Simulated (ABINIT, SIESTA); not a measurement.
A SIESTA input for a self-consistent single point of NaBr (Fm-3m, 2 atoms in the cell) (DFT, GGA PBE with spin-orbit coupling, numerical atomic orbitals DZP, PseudoDojo PBE fully relativistic norm-conserving potentials (rewritten from UPF to PSML)):

```
# files in the folder: Na.psml Br.psml (PseudoDojo PBE fully relativistic)
SystemName  NaBr
SystemLabel nabr

NumberOfAtoms                2
NumberOfSpecies              2
%block ChemicalSpeciesLabel
  1 11 Na
  2 35 Br
%endblock ChemicalSpeciesLabel
LatticeConstant              1.0 Ang
%block LatticeVectors
     0.000000000    2.964502000    2.964502000
     2.964502000    0.000000000    2.964502000
     2.964502000    2.964502000    0.000000000
%endblock LatticeVectors
AtomicCoordinatesFormat      Ang
%block AtomicCoordinatesAndAtomicSpecies
     0.000000000    0.000000000    0.000000000  1
     2.964502000    2.964502000    2.964502000  2
%endblock AtomicCoordinatesAndAtomicSpecies

XC.functional                GGA
XC.authors                   PBE
PAO.BasisSize                DZP
PAO.EnergyShift              0.01 Ry
MeshCutoff                   350 Ry
%block kgrid.MonkhorstPack
    5   0   0  0.0
    0   5   0  0.0
    0   0   5  0.0
%endblock kgrid.MonkhorstPack
OccupationFunction           FD
ElectronicTemperature        0.01 eV
Spin                         spin-orbit
%block DM.InitSpin
  1 0.00 0.00 0.00
  2 0.00 0.00 0.00
%endblock DM.InitSpin

MaxSCFIterations             150
SCF.Mixer.Method             Broyden
SCF.Mixer.Weight             0.2
SCF.Mixer.History            8
SCF.DM.Tolerance             1.0E-04
Diag.ParallelOverK           true
WriteForces                  true
Charge.Mulliken              end
```

### Question
Translate this input to ABINIT.

### Answer
One input that does it (others would too):

```
# NaBr, JTH v2.0 PBE PAW
pp_dirpath "./"
pseudos "Na.GGA_PBE-JTH.xml, Br.GGA_PBE-JTH.xml"
acell 7.9225613796 7.9225613796 7.9225613796
rprim
        -0.0000000000    0.7071067812    0.7071067812
         0.7071067812   -0.0000000000    0.7071067812
         0.7071067812    0.7071067812   -0.0000000000
natom 2
ntypat 2
znucl 11 35
typat 1 2
xred
         0.0000000000    0.0000000000    0.0000000000
         0.5000000000    0.5000000000    0.5000000000
ecut 816 eV
pawecutdg 1633 eV
pawxcdev 0
nspinor 2
nspden 1
occopt 3
tsmear 0.01 eV
nband 28
kptopt 4
ngkpt 5 5 5
nshiftk 1
shiftk 0 0 0
nstep 50
tolvrs 1.0e-11
prtwf 0
prtden 0
prtvol 1
```

Basis settings and potentials, where a program has them, do not carry over. This input uses DFT, PBE, spin-orbit coupling, plane waves, PAW (JTH v2.0 PBE PAW). Both were run: gap on the mesh 4.149 eV in SIESTA and 4.044 in ABINIT.

On ABINIT: the starting cell comes from a database of computed structures (which also holds hypothetical and non-ambient phases and stackings), without a prior relaxation at this level. Its lattice was rescaled by a random factor within 2.5 % of one.

On SIESTA: the starting cell comes from a database of computed structures (which also holds hypothetical and non-ambient phases and stackings), without a prior relaxation at this level. Its lattice was rescaled by a random factor within 2.5 % of one. Values carry the incompleteness of an atom-centred basis.
